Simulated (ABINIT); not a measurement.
The system is BAs.

```xyz
2
Lattice="0.0000 2.3885 2.3885 2.3885 0.0000 2.3885 2.3885 2.3885 0.0000" Properties=species:S:1:pos:R:3 pbc="T T T"
As    3.5827    3.5827    3.5827
B     0.0000    0.0000    0.0000
```

Program: ABINIT 10.8.3 (patched build). Alike in all runs: task band structure; no spin polarisation; cell as given; k mesh 10 × 10 × 10; cutoff (eV) 408; smearing fermi-dirac 0.05 eV.

Question: Order these runs on this cell by their band gap on the k mesh, lowest first.
A. level LDA; potentials or basis JTH PAW LDA v2.0 sp
B. level HCTH407; potentials or basis JTH PAW PBE v2.0 sp
C. level HLE16; potentials or basis JTH PAW PBE v2.0 sp

Answer: A (1.13 eV), B (1.47 eV), C (2.05 eV).

Caveats: this set keeps more shells in the core, which shifts pressures and gaps; the potentials were made for a functional far from this one (some runs).

Runs at the PBE level aren't shown here.
